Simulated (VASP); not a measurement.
# InP (Fm-3m) in VASP: equation of state

Aim: energy against volume of InP in PBE, for its equilibrium volume and stiffness.

Everything below comes from runs of VASP 6.6.1. Logs are shortened: lines on timing, memory, paths and dates and some standing lists are left out, and cuts for length are marked.

### Step 1. The crystal as given

The structure is cubic, space group Fm-3m (No. 225). The conventional cell has a = 5.538 Å, b = 5.538 Å, c = 5.538 Å, α = 90.00°, β = 90.00°, γ = 90.00°. In (site symmetry m-3m) has 6 P at 2.77 Å as nearest neighbours. Around P (site symmetry m-3m) lie 6 In at 2.77 Å.

Measurements of this composition are mostly on another form, of space group No. 216.

### Step 2. Equation of state, PBE, 19.95 Å³/atom (volume scaled by 0.94)

Input file INCAR:

```
  PREC = Accurate
  ENCUT = 520
  EDIFF = 1E-7
  ISMEAR = -1
  SIGMA = 0.05
  LREAL = F
  LASPH = T
  NELM = 60
  ALGO = Normal
  ISIF = 2
  LWAVE = F
  LCHARG = F
  GGA = PE
  NBANDS = 16
```

Input file KPOINTS:

```
regular mesh
0
Gamma
  8 8 8
```

Input file POSCAR:

```
InP
1.0
    0.0000000000      2.7123113237      2.7123113237
    2.7123113237      0.0000000000      2.7123113237
    2.7123113237      2.7123113237      0.0000000000
In P
1 1
Direct
    0.0000000000      0.0000000000      0.0000000000
    0.5000000000      0.5000000000      0.5000000000
```

Potentials or basis: VASP PAW PBE potentials, release 64 (In_d, P).

Launch:

```bash
$ cat potpaw_PBE.64/In_d/POTCAR potpaw_PBE.64/P/POTCAR > POTCAR
$ mpirun -np 1 vasp_std > vasp.out
```

OUTCAR:

```text
PREC = Accurate
   ENCUT = 520
   EDIFF = 1E-7
   ISMEAR = -1
   LREAL = F
   LASPH = T
   NELM = 60
   ISIF = 2
   GGA = PE

 Found     29 irreducible k-points:

 Following reciprocal coordinates:
            Coordinates               Weight
  0.000000  0.000000  0.000000      1.000000
  0.125000  0.000000  0.000000      8.000000
  0.250000  0.000000  0.000000      8.000000
  0.375000  0.000000  0.000000      8.000000
  0.500000  0.000000  0.000000      4.000000
  0.125000  0.125000  0.000000      6.000000
   k-points           NKPTS =     29   k-points in BZ     NKDIM =     29   number of bands    NBANDS=     16
   number of dos      NEDOS =    301   number of ions     NIONS =      2
   total plane-waves  NPLWV =  27000
   dimension x,y,z NGX =    30 NGY =   30 NGZ =   30
   dimension x,y,z NGXF=    60 NGYF=   60 NGZF=   60
   ions per type =               1   1
   NGX,Y,Z   is equivalent  to a cutoff of  13.00, 13.00, 13.00 a.u.
   NGXF,Y,Z  is equivalent  to a cutoff of  26.00, 26.00, 26.00 a.u.
 SYSTEM =  unknown system
   PREC   = accura    normal or accurate (medium, high low for compatibility)
   ISTART =      0    job   : 0-new  1-cont  2-samecut
   ICHARG =      2    charge: 1-file 2-atom 10-const
   ISPIN  =      1    spin polarized calculation?
   LNONCOLLINEAR =      F non collinear calculations
   LSORBIT =      F    spin-orbit coupling
   LASPH  =      T    aspherical Exc in radial PAW
   ENCUT  =  520.0 eV  38.22 Ry    6.18 a.u.   7.13  7.13  7.13*2*pi/ulx,y,z
   NELM   =     60;   NELMIN=  2; NELMDL= -5     # of ELM steps
   EDIFF  = 0.1E-06   stopping-criterion for ELM
   LREAL  =      F    real-space projection
   EDIFFG = 0.1E-05   stopping-criterion for IOM
   NSW    =      0    number of steps for IOM
   IBRION =     -1    ionic relax: 0-MD 1-quasi-New 2-CG
   NFREE  =      0    steps in history (QN), initial steepest desc. (CG)
   ISIF   =      2    stress and relaxation
   ISYM   =      2    0-nonsym 1-usesym 2-fastsym
   POTIM  = 0.5000    time-step for ionic-motion
   TEBEG  =    0.0;   TEEND  =   0.0 temperature during run
   PSTRESS=    0.0 pullay stress
   NELECT =      18.0000    total number of electrons
   NUPDOWN=      -1.0000    fix difference up-down
   EMIN   =  10.00;   EMAX   =-10.00  energy-range for DOS
   EFERMI =   0.00;   METHOD = LEGACY
   ISMEAR =    -1;   SIGMA  =   0.05  broadening in eV -4-tet -1-fermi 0-gaus
   EFERMI_NEDOS =   21; number of points for ismear=-14 and -15
   IALGO  =     38    algorithm
   IMIX   =      4    mixing-type and parameters
     AMIX     =   0.40;   BMIX     =  1.00
     AMIX_MAG =   1.60;   BMIX_MAG =  1.00
  volume/ion in A,a.u.               =      19.95       134.65
  Fermi-wavevector in a.u.,A,eV,Ry     =   1.255498  2.372548 21.446537  1.576276
  Thomas-Fermi vector in A             =   2.389252
   LORBIT       =      0    0 simple, 1 ext, 2 COOP (PROOUT), +10 PAW based schemes
   GGA     = PE    functional components
   LHFCALC =     F    Hartree Fock is set to
   AEXX    =    0.0000 exact exchange contribution
   IVDW    =     0    specifies the selected vdW correction
   LEPSILON=     F    determine dielectric tensor
   LRPA    =     F    only Hartree local field effects (RPA)
 non-spin polarized calculation
  energy-cutoff  :      520.00
  volume of cell :       39.91
 maximum number of plane-waves:      1090
 NGX is ok and might be reduce to    30
   NGX = 15   NGY = 15   NGZ = 15

 number of electron      17.9999992 magnetization

 Free energy of the ion-electron system (eV)
  ---------------------------------------------------
  ext. energy  EPLUGINS =         0.00000000
  ---------------------------------------------------
  free energy    TOTEN  =        -7.87461427 eV

  energy without entropy =       -7.86443813  energy(sigma->0) =       -7.86952620

 E-fermi :   7.9522     XC(G=0): -10.6843

 val. band max:        7.8782796378   @ k =   0.3750   0.0000   0.0000
 cond. band min:       7.9718129829   @ k =  -0.3750   0.5000   0.1250
 fundamental gap:      0.0935333451
 Fermi energy:         7.9522075875

 k-point     1 :       0.0000    0.0000    0.0000
  band No.  band energies     occupation
      1      -6.5069      2.00000
      2      -6.5069      2.00000
      3      -6.4836      2.00000
      4      -6.4836      2.00000
      5      -6.4836      2.00000
      6      -4.6570      2.00000
[... 8 lines left out ...]
     15      16.6799      0.00000
     16      16.6799      0.00000

 k-point     2 :       0.1250    0.0000    0.0000
  band No.  band energies     occupation
      1      -6.5165      2.00000
      2      -6.5165      2.00000
      3      -6.4847      2.00000
      4      -6.4707      2.00000
      5      -6.4707      2.00000
      6      -4.4484      2.00000
[... 8 lines left out ...]
     15      15.7485      0.00000
     16      16.4641      0.00000

 k-point     3 :       0.2500    0.0000    0.0000
  band No.  band energies     occupation
      1      -6.5441      2.00000
      2      -6.5441      2.00000
      3      -6.4902      2.00000
      4      -6.4349      2.00000
      5      -6.4349      2.00000
      6      -3.8414      2.00000
[... 8 lines left out ...]
     15      16.6278      0.00000
     16      16.6278      0.00000

 k-point     4 :       0.3750    0.0000    0.0000
  band No.  band energies     occupation
      1      -6.5723      2.00000
      2      -6.5723      2.00000
      3      -6.4982      2.00000
      4      -6.3978      2.00000
      5      -6.3978      2.00000
      6      -2.9544      2.00000
[... 8 lines left out ...]
     15      18.1390      0.00000
     16      18.1390      0.00000

 k-point     5 :       0.5000    0.0000    0.0000
  band No.  band energies     occupation
      1      -6.5839      2.00000
      2      -6.5839      2.00000
      3      -6.5021      2.00000
      4      -6.3823      2.00000
      5      -6.3823      2.00000
      6      -2.3667      2.00000
[... 8 lines left out ...]
     15      19.2308      0.00000
     16      19.3018      0.00000

 k-point     6 :       0.1250    0.1250    0.0000
  band No.  band energies     occupation
      1      -6.5418      2.00000
      2      -6.4985      2.00000
      3      -6.4936      2.00000
      4      -6.4650      2.00000
      5      -6.4650      2.00000
      6      -4.3697      2.00000
[... 8 lines left out ...]
     15      17.8184      0.00000
     16      17.8184      0.00000

 [... further k-points ...]

------------------------ aborting loop because EDIFF is reached ----------------------------------------

  FORCE on cell =-STRESS in cart. coord.  units (eV):
  Direction    XX          YY          ZZ          XY          YZ          ZX
  --------------------------------------------------------------------------------------
  -------------------------------------------------------------------------------------
  Total        1.3017750      1.3017750      1.3017750      0.0000000     -0.0000000      0.0000000
  in kB       52.2634284     52.2634284     52.2634284      0.0000000     -0.0000000      0.0000000
  external PRESSURE =      52.2634284 kB  Pullay stress =       0.0000000 kB

 VOLUME and BASIS-vectors are now :
 -----------------------------------------------------------------------------
  energy-cutoff  :      520.00
  volume of cell :       39.91
      direct lattice vectors                 reciprocal lattice vectors
     0.000000000  2.712311324  2.712311324    -0.184344620  0.184344620  0.184344620
     2.712311324  0.000000000  2.712311324     0.184344620 -0.184344620  0.184344620
     2.712311324  2.712311324  0.000000000     0.184344620  0.184344620 -0.184344620

 POSITION                                       TOTAL-FORCE (eV/Angst)
 -----------------------------------------------------------------------------------
      0.00000      0.00000      0.00000        -0.000000      0.000000      0.000000
      2.71231      2.71231      2.71231         0.000000     -0.000000      0.000000
 -----------------------------------------------------------------------------------
    total drift:                               -0.000000      0.000000      0.000000

  FREE ENERGIE OF THE ION-ELECTRON SYSTEM (eV)
  ---------------------------------------------------
  free  energy   TOTEN  =        -7.8746142651 eV

  energy  without entropy=       -7.8644381345  energy(sigma->0) =       -7.86952620
```

Run time: 15 s. Hardware: 1 thread of Intel Xeon 6975P-C (Granite Rapids), shared host; peak memory 0.17 GiB.

What came out:

- Free energy: -7.8746 eV
- Pressure: 5.2 GPa
- Band gap on the k mesh: none (metal or under the smearing width)

### Step 3. Equation of state, PBE, 20.38 Å³/atom (volume scaled by 0.96)

Input file INCAR:

```
  ALGO = Normal
  EDIFF = 1E-7
  ENCUT = 520
  GGA = PE
  ISIF = 2
  ISMEAR = -1
  LASPH = True
  LCHARG = False
  LREAL = False
  LWAVE = False
  NBANDS = 16
  NELM = 100
  PREC = Accurate
  SIGMA = 0.05
```

Input file KPOINTS:

```
k-points
0
Gamma
  8 8 8
```

Input file POSCAR:

```
InP
1.0
    0.0000000000      2.7314127370      2.7314127370
    2.7314127370      0.0000000000      2.7314127370
    2.7314127370      2.7314127370      0.0000000000
In P
1 1
Direct
    0.0000000000      0.0000000000      0.0000000000
    0.5000000000      0.5000000000      0.5000000000
```

Potentials or basis: VASP PAW PBE potentials, release 64 (In_d, P).

Launch:

```bash
$ cat potpaw_PBE.64/In_d/POTCAR potpaw_PBE.64/P/POTCAR > POTCAR
$ mpirun -np 1 vasp_std > vasp.out
```

Run time: 14 s. Hardware: 1 thread of Intel Xeon 6975P-C (Granite Rapids), shared host; peak memory 0.17 GiB.

The run converged. Its results:

* Free energy: -7.8973 eV
* Pressure: 3.2 GPa
* Band gap on the k mesh: none (metal or under the smearing width)

[end of part 1 of 2]
